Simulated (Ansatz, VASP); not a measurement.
**Two plane-wave programs on ZrC**

File INCAR:

```
SYSTEM = ZrC
PREC     = Accurate       ! precision mode
ENCUT    = 520            ! plane-wave cutoff, eV
EDIFF    = 1E-6           ! SCF threshold, eV
ISMEAR   = 0              ! smearing method
SIGMA    = 0.02           ! smearing width, eV
LREAL    = .FALSE.        ! projectors in reciprocal space
LASPH    = .TRUE.         ! aspherical terms in the spheres
NELM     = 80             ! most SCF steps
ALGO     = Normal         ! electronic algorithm
ISIF     = 2              ! what is computed and relaxed
LWAVE    = .FALSE.        ! write WAVECAR
LCHARG   = .TRUE.         ! write CHGCAR
GGA      = PE             ! functional
LELF     = .TRUE.         ! ELF
```

Contents of KPOINTS:

```
regular mesh
0
G
  10 10 10
  0 0 0
```

File POSCAR:

```
ZrC
1.0
    0.0000000000      2.3650000000      2.3650000000
    2.3650000000      0.0000000000      2.3650000000
    2.3650000000      2.3650000000      0.0000000000
Zr C
1 1
Direct
    0.5000000000      0.5000000000      0.5000000000
    0.0000000000      0.0000000000      0.0000000000
```

input.yaml

```yaml
crystal:
  lattice:
    - [0.0, 2.365, 2.365]
    - [2.365, 0.0, 2.365]
    - [2.365, 2.365, 0.0]
  atoms:
    - { symbol: Zr, position: [0.5, 0.5, 0.5] }
    - { symbol: C, position: [0.0, 0.0, 0.0] }
hamiltonian:
  xc: pbe
  pseudopotentials: { kind: paw }
kpoints:
  mp_grid: { grid: [10, 10, 10] }
scf:
  occupations: { method: gaussian, width: 0.02 }
output:
  forces: true
  stress: true
  eigenvalues: true
```

Alike in both runs: functional PBE; k mesh 10 × 10 × 10; occupations gaussian, width 0.02 eV; no spin polarisation.

|  | VASP | Ansatz |
| --- | --- | --- |
| version | VASP 6.6.1 | Ansatz 0.2.0 |
| potentials or method | VASP PAW PBE potentials, release 64 (Zr_sv, C) | Ansatz PAW |
| plane-wave cutoff (eV) | 520 | 420 |
| valence electrons in the cell | 16 | 16 |
| task | electron localisation function | single point |

|  | VASP | Ansatz | Ansatz less VASP |
| --- | --- | --- | --- |
| gap on the k mesh at the Fermi level (eV) | none | none | - |
| pressure (GPa) | -2.7 | -3.0 | -0.25 |

A gap of «none» marks a metal or a gap that the smearing closes. The functional is the same, so the differences come from potentials, cutoffs and numerics.
